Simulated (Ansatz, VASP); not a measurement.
# One calculation of C3N4, two programs

INCAR

```
ALGO = Normal
EDIFF = 1E-7
ENCUT = 520
GGA = CA
ISIF = 2
ISMEAR = 0
LASPH = T
LCHARG = F
LREAL = F
LWAVE = F
NBANDS = 25
NELM = 80
PREC = Accurate
SIGMA = 0.01
```

The input KPOINTS:

```
k-points
0
Gamma
  6 6 6
```

The input POSCAR:

```
C3N4
1.0
    3.4567600000      0.0000000000      0.0000000000
    0.0000000000      3.4567600000      0.0000000000
    0.0000000000      0.0000000000      3.4567600000
C N
3 4
Direct
    0.0000000000      0.0000000000      0.5000000000
    0.5000000000      0.0000000000      0.0000000000
    0.0000000000      0.5000000000      0.0000000000
    0.2456900000      0.2456900000      0.7543100000
    0.7543100000      0.7543100000      0.7543100000
    0.2456900000      0.7543100000      0.2456900000
    0.7543100000      0.2456900000      0.2456900000
```

Input for Ansatz:

```yaml
crystal:
  lattice:
    - [3.45676, 0.0, 0.0]
    - [0.0, 3.45676, 0.0]
    - [0.0, 0.0, 3.45676]
  atoms:
    - { symbol: C, position: [0.0, 0.0, 0.5] }
    - { symbol: C, position: [0.5, 0.0, 0.0] }
    - { symbol: C, position: [0.0, 0.5, 0.0] }
    - { symbol: "N", position: [0.24569, 0.24569, 0.75431] }
    - { symbol: "N", position: [0.75431, 0.75431, 0.75431] }
    - { symbol: "N", position: [0.24569, 0.75431, 0.24569] }
    - { symbol: "N", position: [0.75431, 0.24569, 0.24569] }
basis:
  ecutwfc: 510.0
kpoints:
  mp_grid:
    grid: [6, 6, 6]
  band_path:
    path:
      - [0.0, 0.0, 0.0]
      - [-0.011003208821646805, 0.0, 0.0]
      - [0.011003208821646805, 0.0, 0.0]
      - [0.0, -0.011003208821646805, 0.0]
      - [0.0, 0.011003208821646805, 0.0]
      - [0.0, 0.0, -0.011003208821646805]
      - [0.0, 0.0, 0.011003208821646805]
      - [0.011003208821646805, 0.011003208821646805, 0.0]
      - [0.011003208821646805, -0.011003208821646805, 0.0]
      - [-0.011003208821646805, 0.011003208821646805, 0.0]
      - [-0.011003208821646805, -0.011003208821646805, 0.0]
      - [0.011003208821646805, 0.0, 0.011003208821646805]
      - [0.011003208821646805, 0.0, -0.011003208821646805]
      - [-0.011003208821646805, 0.0, 0.011003208821646805]
      - [-0.011003208821646805, 0.0, -0.011003208821646805]
      - [0.0, 0.011003208821646805, 0.011003208821646805]
      - [0.0, 0.011003208821646805, -0.011003208821646805]
      - [0.0, -0.011003208821646805, 0.011003208821646805]
      - [0.0, -0.011003208821646805, -0.011003208821646805]
    npoints: 1
hamiltonian:
  xc: lda
scf:
  occupations:
    method: fixed
```

The cell comes from a database or a generator and needn't be the stable form of this composition.

Alike in both runs: task single point; functional LDA; k mesh 6 × 6 × 6; no spin polarisation.

|  | VASP | Ansatz |
| --- | --- | --- |
| version | VASP 6.6.1 | Ansatz 0.2.0 |
| potentials or method | VASP PAW LDA potentials, release 64 (C, N) | plane waves, PAW |
| plane-wave cutoff (eV) | 520 | 510 |
| occupations | gaussian, width 0.01 eV | fixed |
| valence electrons in the cell | 32 | 32 |

Ansatz gave:

| Item | Value |
| --- | --- |
| gap on the k mesh at the Fermi level (eV) | 2.40 |

Problem. Which values does VASP return?

Solution. gap on the k mesh at the Fermi level (eV): 2.38.

 A k mesh can miss the band edges.
